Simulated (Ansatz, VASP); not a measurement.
Two plane-wave programs on Sb

Contents of INCAR:

```
SYSTEM = Sb
ALGO = Normal
EDIFF = 1E-6
EDIFFG = -0.01
ENCUT = 600
GGA = PE
IBRION = 2
ISIF = 3
ISMEAR = 0
LASPH = .True.
LCHARG = .False.
LREAL = .False.
LWAVE = .False.
NELM = 100
NSW = 100
PREC = Accurate
SIGMA = 0.1
```

KPOINTS

```
k-points
0
Gamma
  12 12 14
  0 0 0
```

The input POSCAR:

```
Sb
1.0
    5.5175676874      0.0000000000      0.0000000000
   -2.7587838437      4.7783537844      0.0000000000
    0.0000000000      0.0000000000      3.1565985159
Sb
3
Direct
    0.0000000000      0.0000000000      0.0000000000
    0.3333333333      0.6666666667      0.5000000000
    0.6666666667      0.3333333333      0.5000000000
```

Input for Ansatz:

```yaml
crystal:
  lattice:
    - [5.5175676874, 0.0, 0.0]
    - [-2.7587838437, 4.7783537844, 0.0]
    - [0.0, 0.0, 3.1565985159]
  atoms:
    - { symbol: Sb, position: [0.0, 0.0, 0.0] }
    - { symbol: Sb, position: [0.3333333333, 0.6666666667, 0.5] }
    - { symbol: Sb, position: [0.6666666667, 0.3333333333, 0.5] }
basis:
  ecutwfc: 420
kpoints:
  mp_grid: { grid: [12, 12, 14] }
hamiltonian:
  xc: pbe
scf:
  occupations: { method: gaussian, width: 0.1 }
output:
  forces: true
  stress: true
  eigenvalues: true
relax:
  adjacent_minimum: "off"
  f_tol: 0.01
  max_steps: 80
  cell: { stress_tol: 0.05 }
```

Alike in both runs: task relaxation of cell and atoms; functional PBE; k mesh 12 × 12 × 14; occupations gaussian, width 0.1 eV; no spin polarisation.

```csv
,VASP,Ansatz
version,VASP 6.6.1,Ansatz 0.2.0
potentials or method,"VASP PAW PBE potentials, release 64 (Sb)","scalar-relativistic, plane waves, PAW"
plane-wave cutoff (eV),600,420
valence electrons in the cell,15,45
```

|  | VASP | Ansatz | Ansatz less VASP |
| --- | --- | --- | --- |
| gap on the k mesh at the Fermi level, each at its own relaxed structure (eV) | none | none | - |
| relaxed volume (Å³/atom) | 27.46 | 27.53 | +0.069 |
| relaxed cell length with the largest relative difference (Å) | 3.229 | 3.232 | +0.0029 |
| energy change over the relaxation (meV/atom) | -6 | -5 | +0.2 |

A gap of «none» marks a metal or a gap that the smearing closes. The two sets of potentials don't hold the same shells in valence.

Spin-orbit coupling is left out, which matters for the levels of Sb.
